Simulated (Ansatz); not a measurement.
Crystal: Pt.

```
CELL_PARAMETERS angstrom
-1.58422 1.58422 1.58422
1.58422 -1.58422 1.58422
1.58422 1.58422 -1.58422
ATOMIC_POSITIONS crystal
Pt 0.00000 0.00000 0.00000
```

This isn't the form of Pt at room conditions, which is fcc.

Base run:

- Program: Ansatz 0.2.0
- Functional: PBEsol
- Potentials or basis: JTH PAW
- Cutoff: 750 eV
- Density cutoff: 3000 eV
- k mesh: 12 × 12 × 12
- Occupations: fermi-dirac, width 0.05 eV
- Spin: no spin polarisation

Its results: band gap on the k mesh none (metal or under the smearing width); pressure -10.2 GPa.

Task: The run is repeated on the same cell with these changes: potentials or basis from JTH PAW to Ansatz PAW earlier set; cutoff from 750 eV to 570 eV; density cutoff from 3000 eV to 2280 eV; valence electrons from 10 to 18. What comes out?

Result: Band gap on the k mesh none (metal or under the smearing width); pressure -11.2 GPa.

Caveats: the PAW data sets come from PBE, with cores solved anew for the run's functional, which leaves a small shift of forces and pressure (some runs).

Not every run made on this cell is shown here.
